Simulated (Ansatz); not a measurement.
# GaAs (F-43m) in Ansatz: notebook, part 2 of 2

Ansatz 0.2.0.

### 5 Relaxation of cell and atoms, RPBE+D3(BJ)

The input, input.yaml:

```yaml
crystal:
  lattice:
    - [0.0, 2.82685, 2.82685]
    - [2.82685, 0.0, 2.82685]
    - [2.82685, 2.82685, 0.0]
  atoms:
    - { symbol: As, position: [0.75, 0.75, 0.75] }
    - { symbol: Ga, position: [0.0, 0.0, 0.0] }
hamiltonian:
  xc: rpbe
  pseudopotentials: { kind: paw }
  dispersion: d3bj
kpoints:
  mp_grid: { grid: [8, 8, 8] }
scf:
  occupations: { method: fermi_dirac, width: 0.05 }
output:
  forces: true
  stress: true
relax:
  f_tol: 0.01
  max_steps: 40
  cell: { stress_tol: 0.05 }
```

Potentials or basis: Ansatz PAW.

Command:

```bash
$ ansatz run input.yaml --threads 2 --pin off --max-ram 5632MiB --backend cpu --events-out ev --progress --plain --runs-dir out
```

Standard output:

```text
Warning: RAYON_NUM_THREADS=2 ignored (pool sized by the plan → 2); use --threads N
Engine: ansatz 0.2.0, x86_64-unknown-linux-gnu
Pseudopotentials: kind: paw
Pseudopotential: As, paw, valence charge 15, recommended cutoff 420 eV (normal), As.paw.azcp
Pseudopotential: Ga, paw, valence charge 13, recommended cutoff 420 eV (normal), Ga.paw.azcp
Functional definition: RPBE
  parameter kappa = 0.804
  parameter beta = 0.06672455060314922
  exchange = rpbe_x(kappa = kappa, mu = beta*pi^2/3)
  correlation = pbe_c(beta = beta)
Crystal: 2 atoms, lattice volume = 45.179 Å³
Basis set: ecut = 420 eV, 893 PW (Γ), exchange–correlation on 54×54×54 points (8 copies of the dense FFT grid, shifted against one another)
Bands: 18, of which v1, the nominal top of the filled ones, is band 14 counted from 1 (13 counted from 0)
Symmetry: 24 space group operations
Space group: F-43m (ITA 216), of the structure as read, at distance tolerance 3.6e-5 Å
k-points: 29 of 512 (time reversal used)
Non-local potential: As, projectors of the file, l = 0: 2, l = 1: 2, l = 2: 3, l = 3: 1
Non-local potential: Ga, projectors of the file, l = 0: 2, l = 1: 2, l = 2: 3, l = 3: 1
PAW form: soft (Blöchl's): semilocal exchange-correlation on the pseudo side does not see the compensation charge
PAW frozen core: As, regenerated for the run's functional, and the local potential with it (the file was generated under x = pbe(κ = 0.804, μ = 0.2195149727645171), c = pbe(β = 0.06672455060314922))
PAW frozen core: Ga, regenerated for the run's functional, and the local potential with it (the file was generated under x = pbe(κ = 0.804, μ = 0.2195149727645171), c = pbe(β = 0.06672455060314922))
PAW one-centre angular grid: As, 590 points (default); XC on 64 Gauss nodes
PAW one-centre angular grid: Ga, 590 points (default); XC on 64 Gauss nodes
Initial density: superposition of atomic densities (neutral atoms: chi_scale 0, normalization atom), corrected by the library's trained network
Initial wavefunctions: pseudopotential atomic-orbital guess
Functional: x = rpbe, c = pbe(β = 0.06672455060314922)
SCF iter   1: F=—  HF=-8654.033326 eV  |F-HF|=—  |Δ(HF+E_count)|=         —  Δρ=2.89e-3  dr2=1.98e-3  ethr=1.77e-3  ⟨swp⟩=6.0  Hψ=2534  notcnv=0
preconditioner: auto → none  [insulator: Δε(μ)=0.631 eV  Ē_g=15.552 eV  σ=0.050 eV  W_gap=1.00  n_scr=14 (ndim 8)  ℏωp=23.4 eV  f_vac=0.086  D(μ)=0.00/eV (n_scr^D=0)  ε∞_Penn≈3.3]
SCF iter   2: F=—  HF=-8654.032166 eV  |F-HF|=—  |Δ(HF+E_count)|=   1.16e-3  Δρ=9.68e-4  dr2=4.86e-4  ethr=7.08e-6  ⟨swp⟩=2.0  Hψ=1210  notcnv=0
SCF iter   3: F=—  HF=-8654.031915 eV  |F-HF|=—  |Δ(HF+E_count)|=   2.51e-4  Δρ=4.75e-4  dr2=6.77e-5  ethr=1.73e-6  ⟨swp⟩=2.0  Hψ=783  notcnv=0
SCF iter   4: F=—  HF=-8654.031918 eV  |F-HF|=—  |Δ(HF+E_count)|=   2.76e-6  Δρ=1.25e-4  dr2=2.85e-6  ethr=2.42e-7  ⟨swp⟩=2.0  Hψ=638  notcnv=0
SCF iter   5: F=—  HF=-8654.031918 eV  |F-HF|=—  |Δ(HF+E_count)|=   4.49e-7  Δρ=4.44e-5  dr2=4.93e-7  ethr=1.02e-8  ⟨swp⟩=2.0  Hψ=928  notcnv=0
[... 42 lines left out ...]
SCF iter   5: F=—  HF=-8654.103104 eV  |F-HF|=—  |Δ(HF+E_count)|=   1.46e-9  Δρ=1.33e-6  dr2=3.15e-10  ethr=1.30e-11  ⟨swp⟩=2.0  Hψ=928  notcnv=0
SCF iter   6: F=-8654.103104 eV  HF=-8654.103104 eV  |F-HF|=1.09e-11  |Δ(HF+E_count)|=  3.33e-10  Δρ=1.83e-7  dr2=6.26e-12  ethr=1.00e-12  ⟨swp⟩=4.0  Hψ=2728  notcnv=0
SCF 5 converged in 6 iterations: F = -8654.103104 eV  dr2 = 6.26e-12
relax step   5: F+E_penalty+E_count = -8654.10310435 eV  Δ(F+E_penalty+E_count) = +8.679e-4 eV  max|allowed force component| = 3.296e-17 eV/Å  Δτ_max = 0.0000 Å  P = -0.009 GPa  Ω = 41.504 Å³  stress off target by 9.29e-3 GPa  SCF on the basis re-selected at this cell (its energy is not comparable with the rows above)  (6 SCF iters)
basis re-selected at this cell: Δ(F+E_penalty+E_count) = +8.679e-4 eV, ΔP = -0.001 GPa vs the last step (what re-selecting the basis moved, of the pressure what is left beyond the Pulay correction that the steps carried, after the strain that the cell walked since its last selection, with what the two solves' SCF thresholds leave and, on support functions, any second-order correction that the steps lacked; it is no measure of the basis error at this ecutwfc). This SCF's stress stands 9.29e-3 GPa from its target on what of the cell is left free (relax.cell.stress_tol is 5.00e-2 GPa) and its largest allowed force component is 3.30e-17 eV/Å (relax.f_tol is 1.00e-2 eV/Å): within both
SCF converged after 6 iterations
Free energy (F): -8654.103104 eV
Harris-Foulkes:  -8654.103104 eV  (|F-HF|=1.09e-11)
Internal energy: -8654.103104 eV  (E = F + TS)
E sigma→0 (E₀):  -8654.103104 eV
Entropy (-TS):   -0.000000 eV (-0.000 meV/atom)
Fermi energy:    10.141980 eV
--- Per-component energies (eV) ---
  E_band       = -279.584192
  E_kinetic    = 221.780490
  E_local      = -3789.032186  (includes V_loc(G=0)·N_el)
  E_nonlocal   = -247.645583
  E_hartree    = 1924.810530
  E_xc         = -149.885447
  E_vxc        = -138.981110  (∫ρ·V_xc dr)
  E_paw        = -3834.581346  (= ΣΔE_a)
  E_vpaw       = -175.326770  (= ΣTr[D̂ρ^β])
  E_aug_tail   = -0.000105  (compensation charges beyond the density's cutoff)
  E_ewald      = -2776.149847
  E_disp       = -3.041385  (pairwise vdW)
  E_core_change = -0.358225  (= ΣΔE_core)
  E_smearing   = -0.000000  (= −TS)
  E_closure    = 0.000000  (closes the sum)
  Σ components = -8654.103104   (vs F -8654.103104, Δ=0.00e0)
--- Forces (eV/Å), atoms counted from 1 ---
  atom   1  As     0.00000000    -0.00000000    -0.00000000
  atom   2  Ga    -0.00000000     0.00000000     0.00000000
  max |Σ_I F_I| component: 6.36e-17 eV/Å
--- Stress (GPa, compression-positive) ---
       -0.009295      -0.000000       0.000000
       -0.000000      -0.009295      -0.000000
        0.000000       0.000000      -0.009295
  P = ⅓ Tr σ = -0.0093 GPa (-0.093 kbar)
--- Relaxed structure (4 steps of the walk, 4 accepted, 1 SCFs on fresh bases) ---
  F+E_penalty+E_count = -8654.10310435 eV   max|allowed force component| = 3.296e-17 eV/Å   (the final SCF, on the basis selected at the relaxed cell)
  cell:  # Å, volume = 41.5037 Å³
    - [1.9362413725003252e-33, 2.7480139989622674, 2.7480139989622674]
    - [2.7480139989622674, -4.757803635716256e-33, 2.7480139989622674]
    - [2.7480139989622674, 2.7480139989622674, 1.86618000704801e-33]
  atoms:
    - { symbol: As, position: [0.7499999999999999, 0.7499999999999999, 0.7499999999999999] }
    - { symbol: Ga, position: [1.3200167208200902e-34, -4.045212531545436e-34, -5.407810436908109e-34] }
```

It took 18 s on 2 threads of Intel Xeon at 2.50GHz (Skylake/Cascade Lake), shared host; peak memory 0.37 GiB.

Results:

```yaml
Free_energy: -8654.1031 eV
Relaxed_volume: 20.75 Å³/atom
Relaxed_cell: a = 3.886 Å, b = 3.886 Å, c = 3.886 Å, α = 60.00°, β = 60.00°, γ = 60.00°
Space_group_after_relaxing_to_0.05_Å: F-43m (No. 216)
Energy_gained_by_relaxing: 35.6 meV/atom
Ionic_steps: 5
Pressure_after_relaxing: 0.0 GPa
Band_gap_on_the_k_mesh: 1.30 eV
```

Step by step:
| step | energy change (eV) | largest force (eV/Å) | volume (Å³) |
| --- | --- | --- | --- |
| 1 | 0.0000 | 0.0000 | 45.18 |
| 2 | -0.0689 | 0.0000 | 42.20 |
| 3 | -0.0720 | 0.0000 | 41.39 |
| 4 | -0.0721 | 0.0000 | 41.50 |
| 5 | -0.0712 | 0.0000 | 41.50 |

Final structure:
```
As Ga
1.0
     0.00000    2.74801    2.74801
     2.74801    0.00000    2.74801
     2.74801    2.74801    0.00000
As Ga
1 1
Cartesian
  4.1220 4.1220 4.1220
  0.0000 0.0000 0.0000
```

Caveat: the plane-wave basis is chosen anew once the cell has moved, so the energies of steps on either side of that aren't comparable; the PAW data sets come from PBE, with cores solved anew for the run's functional, which leaves a small shift of forces and pressure. A hybrid or GW would open this gap; RPBE tends to underestimate it.

### 6 Single point, PBE

The input, input.yaml:

```yaml
crystal:
  lattice:
    - [0.0, 2.82685, 2.82685]
    - [2.82685, 0.0, 2.82685]
    - [2.82685, 2.82685, 0.0]
  atoms:
    - { symbol: As, position: [0.75, 0.75, 0.75] }
    - { symbol: Ga, position: [0.0, 0.0, 0.0] }
hamiltonian:
  xc: pbe
  pseudopotentials: { kind: paw }
kpoints:
  mp_grid: { grid: [8, 8, 8] }
scf:
  occupations: { method: gaussian, width: 0.025 }
output:
  forces: true
  stress: true
  eigenvalues: true
```

Potentials or basis: Ansatz PAW.

Command:

```bash
$ ansatz run input.yaml --threads 2 --pin off --max-ram 5632MiB --backend cpu --events-out ev --progress --plain --runs-dir out
```

Standard output:

```text
Warning: RAYON_NUM_THREADS=2 ignored (pool sized by the plan → 2); use --threads N
Engine: ansatz 0.2.0, x86_64-unknown-linux-gnu
Pseudopotentials: kind: paw
Pseudopotential: As, paw, valence charge 15, recommended cutoff 420 eV (normal), As.paw.azcp
Pseudopotential: Ga, paw, valence charge 13, recommended cutoff 420 eV (normal), Ga.paw.azcp
Functional definition: PBE
  parameter kappa = 0.804
  parameter beta = 0.06672455060314922
  exchange = pbe_x(kappa = kappa, mu = beta*pi^2/3)
  correlation = pbe_c(beta = beta)
Crystal: 2 atoms, lattice volume = 45.179 Å³
Basis set: ecut = 420 eV, 893 PW (Γ), exchange–correlation on 54×54×54 points (8 copies of the dense FFT grid, shifted against one another)
Bands: 18, of which v1, the nominal top of the filled ones, is band 14 counted from 1 (13 counted from 0)
Symmetry: 24 space group operations
Space group: F-43m (ITA 216), of the structure as read, at distance tolerance 3.6e-5 Å
k-points: 29 of 512 (time reversal used)
Non-local potential: As, projectors of the file, l = 0: 2, l = 1: 2, l = 2: 3, l = 3: 1
Non-local potential: Ga, projectors of the file, l = 0: 2, l = 1: 2, l = 2: 3, l = 3: 1
PAW form: soft (Blöchl's): semilocal exchange-correlation on the pseudo side does not see the compensation charge
PAW one-centre angular grid: As, 590 points (default); XC on 64 Gauss nodes
PAW one-centre angular grid: Ga, 590 points (default); XC on 64 Gauss nodes
Initial density: superposition of atomic densities (neutral atoms: chi_scale 0, normalization atom), corrected by the library's trained network
Initial wavefunctions: pseudopotential atomic-orbital guess
Functional: x = pbe(κ = 0.804, μ = 0.2195149727645171), c = pbe(β = 0.06672455060314922)
SCF iter   1: F=—  HF=-8639.834974 eV  |F-HF|=—  |Δ(HF+E_count)|=         —  Δρ=1.77e-3  dr2=2.37e-3  ethr=1.77e-3  ⟨swp⟩=6.0  Hψ=2461  notcnv=0
preconditioner: auto → none  [insulator: Δε(μ)=0.507 eV  Ē_g=15.490 eV  σ=0.025 eV  W_gap=1.00  n_scr=14 (ndim 8)  ℏωp=23.4 eV  f_vac=0.086  D(μ)=0.00/eV (n_scr^D=0)  ε∞_Penn≈3.3]
SCF iter   2: F=—  HF=-8639.834092 eV  |F-HF|=—  |Δ(HF+E_count)|=   8.82e-4  Δρ=8.39e-4  dr2=2.86e-4  ethr=8.45e-6  ⟨swp⟩=2.0  Hψ=1131  notcnv=0
SCF iter   3: F=—  HF=-8639.834022 eV  |F-HF|=—  |Δ(HF+E_count)|=   7.01e-5  Δρ=2.60e-4  dr2=3.62e-5  ethr=1.02e-6  ⟨swp⟩=2.0  Hψ=783  notcnv=0
SCF iter   4: F=—  HF=-8639.834044 eV  |F-HF|=—  |Δ(HF+E_count)|=   2.16e-5  Δρ=1.34e-4  dr2=1.09e-5  ethr=1.29e-7  ⟨swp⟩=2.0  Hψ=750  notcnv=0
SCF iter   5: F=—  HF=-8639.834051 eV  |F-HF|=—  |Δ(HF+E_count)|=   7.11e-6  Δρ=3.79e-5  dr2=6.98e-7  ethr=3.91e-8  ⟨swp⟩=2.0  Hψ=638  notcnv=0
SCF iter   6: F=-8639.834051 eV  HF=-8639.834051 eV  |F-HF|=3.22e-9  |Δ(HF+E_count)|=   5.05e-7  Δρ=5.64e-6  dr2=2.08e-8  ethr=3.57e-10  ⟨swp⟩=5.2  Hψ=2380  notcnv=0
SCF 1 converged in 6 iterations: F = -8639.834051 eV  dr2 = 2.08e-8
SCF converged after 6 iterations
Free energy (F): -8639.834051 eV
Harris-Foulkes:  -8639.834051 eV  (|F-HF|=3.22e-9)
Internal energy: -8639.834051 eV  (E = F + TS)
E sigma→0 (E₀):  -8639.834051 eV
Fermi energy:    8.442555 eV
--- Per-component energies (eV) ---
  E_band       = -311.945615
  E_kinetic    = 219.488393
  E_local      = -3915.503535  (includes V_loc(G=0)·N_el)
  E_nonlocal   = -245.780498
  E_hartree    = 1973.459596
  E_xc         = -148.501267
  E_vxc        = -137.536835  (∫ρ·V_xc dr)
  E_paw        = -3824.268816  (= ΣΔE_a)
  E_vpaw       = -179.534045  (= ΣTr[D̂ρ^β])
  E_aug_tail   = -0.000138  (compensation charges beyond the density's cutoff)
  E_ewald      = -2698.727786
  E_smearing   = -0.000000  (= −TS)
  E_closure    = -0.000000  (closes the sum)
  Σ components = -8639.834051   (vs F -8639.834051, Δ=0.00e0)
--- Forces (eV/Å), atoms counted from 1 ---
  atom   1  As     0.00000000     0.00000000     0.00000000
  atom   2  Ga    -0.00000000     0.00000000    -0.00000000
  max |Σ_I F_I| component: 1.78e-16 eV/Å
--- Stress (GPa, compression-positive) ---
        3.269533       0.000000      -0.000000
       -0.000000       3.269533       0.000000
       -0.000000       0.000000       3.269533
  P = ⅓ Tr σ = 3.2695 GPa (32.695 kbar)
--- Band table (eV; the first three rows and the last of 29) ---
  k-point 0: bands = ["-26.9504", "-26.9504", "-26.9504", "-26.9406", "-26.9406", "-6.5990", "-6.5990", "-6.5990", "-6.5200", "-6.5200", "-4.5435", "8.1841", "8.1841", "8.1841", "8.6997", "11.9233", "11.9233", "11.9233"]
  k-point 1: bands = ["-26.9504", "-26.9503", "-26.9503", "-26.9406", "-26.9406", "-6.6128", "-6.5954", "-6.5954", "-6.5202", "-6.5202", "-4.3607", "6.2225", "7.9485", "7.9485", "9.7759", "12.2707", "12.2707", "12.3830"]
  k-point 2: bands = ["-26.9503", "-26.9499", "-26.9499", "-26.9405", "-26.9405", "-6.6429", "-6.5876", "-6.5876", "-6.5198", "-6.5198", "-3.8508", "4.0492", "7.5071", "7.5071", "9.6371", "12.7887", "12.7887", "14.1408"]
  k-point 28: bands = ["-26.9501", "-26.9497", "-26.9486", "-26.9408", "-26.9400", "-6.6993", "-6.5672", "-6.5546", "-6.5307", "-6.5164", "-1.9853", "1.5602", "4.6533", "4.8464", "12.8072", "12.9082", "13.5996", "14.2334"]
```

Wall time 3.9 s (2 threads of Intel Xeon at 2.50GHz (Skylake/Cascade Lake), shared host); peak memory 0.35 GiB.

Results:

```
Free energy            : -8639.8341 eV
Pressure               : 3.3 GPa
Band gap on the k mesh : 0.52 eV, direct
```

Levels at points of the mesh, in eV from the valence-band top:
```csv
k point,band 10,band 11,band 12,band 13,band 14,band 15,band 16,band 17,band 18
"(0.00, 0.00, 0.00)",-14.70,-12.73,0.00,0.00,0.00,0.52,3.74,3.74,3.74
"(0.00, 0.00, -0.50)",-14.70,-10.96,-6.63,-1.14,-1.14,1.00,4.64,4.64,7.76
"(0.00, -0.50, -0.50)",-14.69,-10.23,-6.81,-2.67,-2.67,1.47,1.66,10.17,10.17
```

### 7 Overview

```csv
task,level,cell,smearing,gap on the mesh (eV),pressure (GPa),relaxed volume (Å³/atom)
relaxation of cell and atoms,RPBE,relaxed,fermi-dirac 0.05 eV,-,0.0,24.45
relaxation of cell and atoms,PBEsol+D3(BJ),relaxed,fermi-dirac 0.05 eV,0.65,0.0,21.98
relaxation of cell and atoms,PBEsol+D4,relaxed,fermi-dirac 0.05 eV,0.59,0.0,22.14
relaxation of cell and atoms,RPBE+D3(BJ),relaxed,fermi-dirac 0.05 eV,1.30,0.0,20.75
single point,PBE,as given,gaussian 0.025 eV,0.52,3.3,-
```

Alike in all rows: potentials or basis Ansatz PAW; no spin polarisation; k mesh 8 × 8 × 8; cutoff (eV) 420.

Caveats: the plane-wave basis is chosen anew once the cell has moved, so the energies of steps on either side of that aren't comparable (some runs); the PAW data sets come from PBE, with cores solved anew for the run's functional, which leaves a small shift of forces and pressure (some runs).

Absolute energies hang on the potentials; compare differences alone.

### 8 Comparison with measurements

Step 6. Against the measured gap of GaAs, 1.418 eV (direct; 300 K; “Evidence of valence band perturbations in GaAsN/GaAs(001): A combined variable-angle spectroscopic ellipsometry and modulated photoreflectance investigation”, 2008, arxiv:0805.2212), the calculated 0.52 eV is off by -0.90 eV. 3 values of this kind are on record (1.412 to 1.51 eV); this one was drawn at random among those near their median, those with a stated uncertainty first. Spin-orbit coupling on As, Ga is left out. The value is that of PBE on a finite k mesh, which can miss the band edges, without temperature or zero-point motion. Semilocal functionals fall short of measured gaps as a rule.
